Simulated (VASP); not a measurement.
# Sb (Im-3m) in VASP: notebook

Runs on Sb. Level: r2SCAN. Tasks: single point.

Program: VASP 6.6.1. These are calculated values, not measurements. Logs are shortened: lines on timing, memory, paths and dates and some standing lists are left out, and cuts for length are marked.

**1. The structure**

It takes space group Im-3m (No. 229, cubic). Conventional cell: a = 3.743 Å, b = 3.743 Å, c = 3.743 Å, α = 90.00°, β = 90.00°, γ = 90.00°. Sb (site symmetry m-3m) has 8 Sb at 3.24 Å as nearest neighbours.

This isn't the form of Sb at room conditions, which is rhombohedral.

**2. Single point, r2SCAN**

Input file POSCAR:

```
Sb
1.0
   -1.8713408863      1.8713408863      1.8713408863
    1.8713408863     -1.8713408863      1.8713408863
    1.8713408863      1.8713408863     -1.8713408863
Sb
1
Direct
    0.0000000000      0.0000000000      0.0000000000
```

Input file INCAR.step1:

```
SYSTEM = Sb
  PREC = Accurate
  ENCUT = 520
  ISMEAR = 0
  SIGMA = 0.15
  LREAL = .False.
  LASPH = .True.
  NELM = 100
  NBANDS = 8
  GGA = PE
  ALGO = Normal
  EDIFF = 1E-4
  LWAVE = .True.
  LCHARG = .False.
```

Input file INCAR.step2:

```
SYSTEM = Sb
  PREC = Accurate
  ENCUT = 520
  EDIFF = 1E-6
  ISMEAR = 0
  SIGMA = 0.15
  LREAL = .False.
  LASPH = .True.
  NELM = 100
  ALGO = Normal
  ISIF = 2
  LWAVE = .False.
  LCHARG = .False.
  METAGGA = R2SCAN
  LMIXTAU = .True.
  NBANDS = 8
  ISTART = 1
```

Input file KPOINTS:

```
Automatic mesh
0
Gamma
  20 20 20
  0 0 0
```

Potentials or basis: VASP PAW PBE potentials, release 64 (Sb).

Run with:

```bash
cat potpaw_PBE.64/Sb/POTCAR > POTCAR
cp INCAR.step1 INCAR
mpirun -np 1 vasp_std > vasp.out
cp INCAR.step2 INCAR
mpirun -np 1 vasp_std > vasp.out
```

OUTCAR:

```text
SYSTEM = Sb
   PREC = Accurate
   ENCUT = 520
   EDIFF = 1E-6
   ISMEAR = 0
   LREAL = .False.
   LASPH = .True.
   NELM = 100
   ISIF = 2
   METAGGA = R2SCAN
   ISTART = 1

 ion  position               nearest neighbor table
   1  0.000  0.000  0.000-

  LATTYP: Found a body centered cubic cell.
 ALAT       =     3.7426817726

  Lattice vectors:

 A1 = (  -1.8713408863,   1.8713408863,   1.8713408863)
 A2 = (   1.8713408863,  -1.8713408863,   1.8713408863)
 A3 = (   1.8713408863,   1.8713408863,  -1.8713408863)

Analysis of symmetry for initial positions (statically):
=====================================================================
 Subroutine PRICEL returns:
 Original cell was already a primitive cell.

 Routine SETGRP: Setting up the symmetry group for a
 body centered cubic supercell.

 Subroutine GETGRP returns: Found 48 space group operations
 (whereof 48 operations were pure point group operations)
 out of a pool of 48 trial point group operations.

The static configuration has the point symmetry O_h .

Analysis of symmetry for dynamics (positions and initial velocities):
=====================================================================
 Subroutine PRICEL returns:
 Original cell was already a primitive cell.

 Routine SETGRP: Setting up the symmetry group for a
 body centered cubic supercell.

 Subroutine GETGRP returns: Found 48 space group operations
 (whereof 48 operations were pure point group operations)
 out of a pool of 48 trial point group operations.

The dynamic configuration has the point symmetry O_h .

 Subroutine INISYM returns: Found 48 space group operations
 (whereof 48 operations are pure point group operations),
 and found     1 'primitive' translations

----------------------------------------------------------------------------------------

                                     Primitive cell

  volume of cell :      26.2131

  direct lattice vectors                    reciprocal lattice vectors
    -1.871340886  1.871340886  1.871340886     0.000000000  0.267188092  0.267188092
     1.871340886 -1.871340886  1.871340886     0.267188092  0.000000000  0.267188092
     1.871340886  1.871340886 -1.871340886     0.267188092  0.267188092  0.000000000

  length of vectors
     3.241257493  3.241257493  3.241257493     0.377861023  0.377861023  0.377861023

  position of ions in fractional coordinates (direct lattice)
     0.000000000  0.000000000  0.000000000

  ion indices of the primitive-cell ions
   primitive index   ion index
                 1           1

----------------------------------------------------------------------------------------

 KPOINTS: Automatic mesh

Automatic generation of k-mesh.
 Grid dimensions read from file:
 generate k-points for:   20   20   20

 Generating k-lattice:

  Cartesian coordinates                     Fractional coordinates (reciprocal lattice)
     0.000000000  0.013359405  0.013359405     0.050000000  0.000000000  0.000000000
     0.013359405  0.000000000  0.013359405     0.000000000  0.050000000  0.000000000
     0.013359405  0.013359405  0.000000000     0.000000000  0.000000000  0.050000000

  Length of vectors
     0.018893051  0.018893051  0.018893051

  Shift w.r.t. Gamma in fractional coordinates (k-lattice)
     0.000000000  0.000000000  0.000000000

 Subroutine IBZKPT returns following result:
 ===========================================

 Found    256 irreducible k-points:

 Following reciprocal coordinates:
            Coordinates               Weight
  0.000000  0.000000  0.000000      1.000000
  0.050000  0.000000  0.000000     12.000000
  0.100000  0.000000  0.000000     12.000000
  0.150000  0.000000  0.000000     12.000000
  0.200000  0.000000  0.000000     12.000000
  0.250000  0.000000  0.000000     12.000000
[... 16 lines left out ...]
  0.200000  0.100000  0.000000     48.000000
  0.250000  0.100000  0.000000     48.000000
 [... further k-points ...]
   k-points           NKPTS =    256   k-points in BZ     NKDIM =    256   number of bands    NBANDS=      8
   number of dos      NEDOS =    301   number of ions     NIONS =      1
   total plane-waves  NPLWV =  13824
   dimension x,y,z NGX =    24 NGY =   24 NGZ =   24
   dimension x,y,z NGXF=    48 NGYF=   48 NGZF=   48
   ions per type =               1
   NGX,Y,Z   is equivalent  to a cutoff of  12.31, 12.31, 12.31 a.u.
   NGXF,Y,Z  is equivalent  to a cutoff of  24.62, 24.62, 24.62 a.u.
 SYSTEM =  Sb
   PREC   = accura    normal or accurate (medium, high low for compatibility)
   ISTART =      1    job   : 0-new  1-cont  2-samecut
   ICHARG =      0    charge: 1-file 2-atom 10-const
   ISPIN  =      1    spin polarized calculation?
   LNONCOLLINEAR =      F non collinear calculations
   LSORBIT =      F    spin-orbit coupling
   LASPH  =      T    aspherical Exc in radial PAW
   ENCUT  =  520.0 eV  38.22 Ry    6.18 a.u.   6.03  6.03  6.03*2*pi/ulx,y,z
   NELM   =    100;   NELMIN=  2; NELMDL=  0     # of ELM steps
   EDIFF  = 0.1E-05   stopping-criterion for ELM
   LREAL  =      F    real-space projection
   EDIFFG = 0.1E-04   stopping-criterion for IOM
   NSW    =      0    number of steps for IOM
   IBRION =     -1    ionic relax: 0-MD 1-quasi-New 2-CG
   NFREE  =      0    steps in history (QN), initial steepest desc. (CG)
   ISIF   =      2    stress and relaxation
   ISYM   =      2    0-nonsym 1-usesym 2-fastsym
   POTIM  = 0.5000    time-step for ionic-motion
   TEBEG  =    0.0;   TEEND  =   0.0 temperature during run
   PSTRESS=    0.0 pullay stress
   NELECT =       5.0000    total number of electrons
   NUPDOWN=      -1.0000    fix difference up-down
   EMIN   =  10.00;   EMAX   =-10.00  energy-range for DOS
   EFERMI =   0.00;   METHOD = LEGACY
   ISMEAR =     0;   SIGMA  =   0.15  broadening in eV -4-tet -1-fermi 0-gaus
   EFERMI_NEDOS =   21; number of points for ismear=-14 and -15
   IALGO  =     38    algorithm
   IMIX   =      4    mixing-type and parameters
     AMIX     =   0.40;   BMIX     =  1.00
     AMIX_MAG =   1.60;   BMIX_MAG =  1.00
  volume/ion in A,a.u.               =      26.21       176.89
  Fermi-wavevector in a.u.,A,eV,Ry     =   0.942378  1.780837 12.083018  0.888077
  Thomas-Fermi vector in A             =   2.069982
   LORBIT       =      0    0 simple, 1 ext, 2 COOP (PROOUT), +10 PAW based schemes
   METAGGA = R2SCAN    functional components
   LHFCALC =     F    Hartree Fock is set to
   AEXX    =    0.0000 exact exchange contribution
   IVDW    =     0    specifies the selected vdW correction
   LEPSILON=     F    determine dielectric tensor
   LRPA    =     F    only Hartree local field effects (RPA)
 non-spin polarized calculation
 Gauss-broadening in eV      SIGMA  =   0.15
  energy-cutoff  :      520.00
  volume of cell :       26.21
 maximum number of plane-waves:       720
   NGX = 13   NGY = 13   NGZ = 13

 number of electron       4.9999999 magnetization

 Free energy of the ion-electron system (eV)
  ---------------------------------------------------
  ext. energy  EPLUGINS =         0.00000000
  ---------------------------------------------------
  free energy    TOTEN  =       -25.34731183 eV

  energy without entropy =      -25.34014345  energy(sigma->0) =      -25.34372764

 E-fermi :   8.7460     XC(G=0): -10.9056

 val. band max:        8.7426647335   @ k =   0.2500   0.1500   0.1500
 cond. band min:       8.7732733453   @ k =  -0.2500   0.3500   0.1500
 fundamental gap:      0.0306086118
 Fermi energy:         8.7460432089

 k-point     1 :       0.0000    0.0000    0.0000
  band No.  band energies     occupation
      1      -4.9393      2.00000
      2      14.7451      0.00000
      3      14.7451      0.00000
      4      14.7451      0.00000
      5      19.8048      0.00000
      6      19.8048      0.00000
      7      19.8048      0.00000
      8      21.4221      0.00000

 k-point     2 :       0.0500    0.0000    0.0000
  band No.  band energies     occupation
      1      -4.8825      2.00000
      2      14.2813      0.00000
      3      14.5331      0.00000
      4      14.6979      0.00000
      5      19.4367      0.00000
      6      19.5482      0.00000
      7      20.0768      0.00000
      8      21.0003      0.00000

 k-point     3 :       0.1000    0.0000    0.0000
  band No.  band energies     occupation
      1      -4.7121      2.00000
      2      13.1234      0.00000
      3      14.0080      0.00000
      4      14.5591      0.00000
      5      18.7951      0.00000
      6      18.8726      0.00000
      7      20.7297      0.00000
      8      20.7819      0.00000

 k-point     4 :       0.1500    0.0000    0.0000
  band No.  band energies     occupation
      1      -4.4290      2.00000
      2      11.6347      0.00000
      3      13.3509      0.00000
      4      14.3398      0.00000
      5      18.1590      0.00000
      6      18.1662      0.00000
      7      20.5798      0.00000
      8      21.2422      0.00000

 k-point     5 :       0.2000    0.0000    0.0000
  band No.  band energies     occupation
      1      -4.0346      2.00000
      2      10.0342      0.00000
      3      12.6794      0.00000
      4      14.0642      0.00000
      5      17.5320      0.00000
      6      17.6049      0.00000
      7      20.6438      0.00000
      8      21.5531      0.00000

 k-point     6 :       0.2500    0.0000    0.0000
  band No.  band energies     occupation
      1      -3.5321      2.00000
      2       8.4317      1.99696
      3      12.0561      0.00000
      4      13.7656      0.00000
      5      17.0072      0.00000
      6      17.1248      0.00000
      7      20.9025      0.00000
      8      21.9338      0.00000

 k-point     7 :       0.3000    0.0000    0.0000
  band No.  band energies     occupation
      1      -2.9276      2.00000
      2       6.8869      2.00000
      3      11.5156      0.00000
      4      13.4776      0.00000
      5      16.5839      0.00000
      6      16.7304      0.00000
      7      21.3268      0.00000
      8      22.3888      0.00000
[... 133 lines left out ...]
 k-point    20 :       0.4500    0.0500    0.0000
  band No.  band energies     occupation
      1      -0.5202      2.00000
      2       2.8454      2.00000
      3      10.2461      0.00000
      4      12.5542      0.00000
      5      16.0265      0.00000
      6      16.5858      0.00000
      7      23.0983      0.00000
      8      24.3813      0.00000

 k-point    21 :       0.1000    0.1000    0.0000
  band No.  band energies     occupation
      1      -4.2597      2.00000
      2      11.1581      0.00000
      3      12.7638      0.00000
      4      13.8268      0.00000
      5      18.1491      0.00000
      6      18.5700      0.00000
      7      20.2963      0.00000
      8      21.2511      0.00000

 k-point    22 :       0.1500    0.1000    0.0000
  band No.  band energies     occupation
      1      -3.8664      2.00000
      2       9.8407      0.00000
      3      11.8824      0.00000
      4      13.4439      0.00000
      5      17.7775      0.00000
      6      18.4413      0.00000
      7      20.2876      0.00000
      8      21.8953      0.00000

 k-point    23 :       0.2000    0.1000    0.0000
  band No.  band energies     occupation
      1      -3.3657      2.00000
      2       8.3998      1.99890
      3      11.1291      0.00000
      4      13.0756      0.00000
      5      17.3750      0.00000
      6      18.3496      0.00000
      7      20.2753      0.00000
      8      22.8633      0.00000

 k-point    24 :       0.2500    0.1000    0.0000
  band No.  band energies     occupation
      1      -2.7641      2.00000
      2       6.9440      2.00000
      3      10.5222      0.00000
      4      12.7393      0.00000
      5      17.0096      0.00000
      6      18.2360      0.00000
      7      20.4581      0.00000
      8      23.6431      0.00000

 [... further k-points ...]

------------------------ aborting loop because EDIFF is reached ----------------------------------------

  FORCE on cell =-STRESS in cart. coord.  units (eV):
  Direction    XX          YY          ZZ          XY          YZ          ZX
  --------------------------------------------------------------------------------------
  -------------------------------------------------------------------------------------
  Total        0.2827666      0.2827666      0.2827666      0.0000000     -0.0000000     -0.0000000
  in kB       17.2830338     17.2830338     17.2830338      0.0000000     -0.0000000     -0.0000000
  external PRESSURE =      17.2830338 kB  Pullay stress =       0.0000000 kB

 VOLUME and BASIS-vectors are now :
 -----------------------------------------------------------------------------
  energy-cutoff  :      520.00
  volume of cell :       26.21
      direct lattice vectors                 reciprocal lattice vectors
    -1.871340886  1.871340886  1.871340886     0.000000000  0.267188092  0.267188092
     1.871340886 -1.871340886  1.871340886     0.267188092  0.000000000  0.267188092
     1.871340886  1.871340886 -1.871340886     0.267188092  0.267188092  0.000000000

 POSITION                                       TOTAL-FORCE (eV/Angst)
 -----------------------------------------------------------------------------------
      0.00000      0.00000      0.00000        -0.000000     -0.000000      0.000000
 -----------------------------------------------------------------------------------
    total drift:                                0.000000     -0.000000     -0.000000

  FREE ENERGIE OF THE ION-ELECTRON SYSTEM (eV)
  ---------------------------------------------------
  free  energy   TOTEN  =       -25.3473118331 eV

  energy  without entropy=      -25.3401434489  energy(sigma->0) =      -25.34372764
```

Run time: 1.8 min. Hardware: 1 thread of Intel Xeon Platinum 8488C (Sapphire Rapids), shared host; peak memory 0.18 GiB.

What came out:

```yaml
Free_energy: -25.3473 eV
Pressure: 1.7 GPa
Band_gap_on_the_k_mesh: none (metal or under the smearing width)
```

Caveat: the PAW data sets were made with another functional, which shifts forces and pressure a little.

**3. Single point, r2SCAN**

POSCAR is that of step 2.

Input file INCAR.step1:

```
SYSTEM = Sb
PREC = Accurate ; ENCUT = 520
ISMEAR = 0 ; SIGMA = 0.15
LREAL = .False. ; LASPH = .True.
NELM = 100 ; NBANDS = 8
GGA = PE ; ALGO = Normal
EDIFF = 1E-4 ; LWAVE = .True.
LCHARG = .False.
```

Input file INCAR.step2:

```
SYSTEM = Sb
PREC = Accurate ; ENCUT = 520
EDIFF = 1E-6 ; ISMEAR = 0
SIGMA = 0.15 ; LREAL = .False.
LASPH = .True. ; NELM = 100
ALGO = Normal ; ISIF = 2
LWAVE = .False. ; LCHARG = .False.
METAGGA = R2SCAN ; LMIXTAU = .True.
NBANDS = 8 ; ISTART = 1
```

Input file KPOINTS:

```
regular mesh
0
Gamma
  18 18 18
  0 0 0
```

Potentials or basis: VASP PAW PBE potentials, release 64 (Sb).

Run with:

```bash
cat potpaw_PBE.64/Sb/POTCAR > POTCAR
cp INCAR.step1 INCAR
mpirun -np 1 vasp_std > vasp.out
cp INCAR.step2 INCAR
mpirun -np 1 vasp_std > vasp.out
```

OUTCAR:

```text
SYSTEM = Sb
   PREC = Accurate
   ENCUT = 520
   EDIFF = 1E-6
   ISMEAR = 0
   LREAL = .False.
   LASPH = .True.
   NELM = 100
   ISIF = 2
   METAGGA = R2SCAN
   ISTART = 1

 ion  position               nearest neighbor table
   1  0.000  0.000  0.000-

  LATTYP: Found a body centered cubic cell.
 ALAT       =     3.7426817726

  Lattice vectors:

 A1 = (  -1.8713408863,   1.8713408863,   1.8713408863)
 A2 = (   1.8713408863,  -1.8713408863,   1.8713408863)
 A3 = (   1.8713408863,   1.8713408863,  -1.8713408863)

[... 434 lines left out ...]
  band No.  band energies     occupation
      1      -0.6898      2.00000
      2       3.4246      2.00000
      3       9.3096      0.00000
      4      12.0416      0.00000
      5      16.4675      0.00000
      6      18.1908      0.00000
      7      21.8990      0.00000
      8      23.9608      0.00000

 [... further k-points ...]
[... 5 lines left out ...]
  --------------------------------------------------------------------------------------
  -------------------------------------------------------------------------------------
  Total        0.2913690      0.2913690      0.2913690     -0.0000000     -0.0000000      0.0000000
  in kB       17.8088207     17.8088207     17.8088207     -0.0000000     -0.0000000      0.0000000
  external PRESSURE =      17.8088207 kB  Pullay stress =       0.0000000 kB

 VOLUME and BASIS-vectors are now :
 -----------------------------------------------------------------------------
  energy-cutoff  :      520.00
  volume of cell :       26.21
      direct lattice vectors                 reciprocal lattice vectors
    -1.871340886  1.871340886  1.871340886     0.000000000  0.267188092  0.267188092
     1.871340886 -1.871340886  1.871340886     0.267188092  0.000000000  0.267188092
     1.871340886  1.871340886 -1.871340886     0.267188092  0.267188092  0.000000000

 POSITION                                       TOTAL-FORCE (eV/Angst)
 -----------------------------------------------------------------------------------
      0.00000      0.00000      0.00000        -0.000000      0.000000      0.000000
 -----------------------------------------------------------------------------------
    total drift:                               -0.000000      0.000000      0.000000

  FREE ENERGIE OF THE ION-ELECTRON SYSTEM (eV)
  ---------------------------------------------------
  free  energy   TOTEN  =       -25.3480306895 eV

  energy  without entropy=      -25.3424173237  energy(sigma->0) =      -25.34522401
```

OSZICAR.step1:

```text
N       E                     dE             d eps       ncg     rms          rms(c)
DAV:   1     0.508134858626E+01    0.50813E+01   -0.16923E+03  3136   0.414E+02
DAV:   2    -0.381538103934E+01   -0.88967E+01   -0.85476E+01  4368   0.530E+01
DAV:   3    -0.390859121539E+01   -0.93210E-01   -0.92860E-01  3880   0.608E+00
DAV:   4    -0.390886882546E+01   -0.27761E-03   -0.27761E-03  4736   0.396E-01
DAV:   5    -0.390886947436E+01   -0.64890E-06   -0.64946E-06  3952   0.125E-02    0.183E+00
DAV:   6    -0.390695410653E+01    0.19154E-02   -0.16864E-03  3960   0.220E-01    0.105E+00
DAV:   7    -0.390599479990E+01    0.95931E-03   -0.36954E-03  3792   0.323E-01    0.607E-02
DAV:   8    -0.390601543061E+01   -0.20631E-04   -0.59451E-05  3992   0.582E-02
   1 F= -.39060154E+01 E0= -.39030737E+01  d E =-.588353E-02
```

Wall time 79 s (1 thread of Intel Xeon Platinum 8488C (Sapphire Rapids), shared host); peak memory 0.17 GiB.

What came out:

```yaml
Free_energy: -25.3480 eV
Pressure: 1.8 GPa
Band_gap_on_the_k_mesh: none (metal or under the smearing width)
```

Caveat: the PAW data sets were made with another functional, which shifts forces and pressure a little. The run has no spin-orbit coupling, so splittings on Sb are missing.
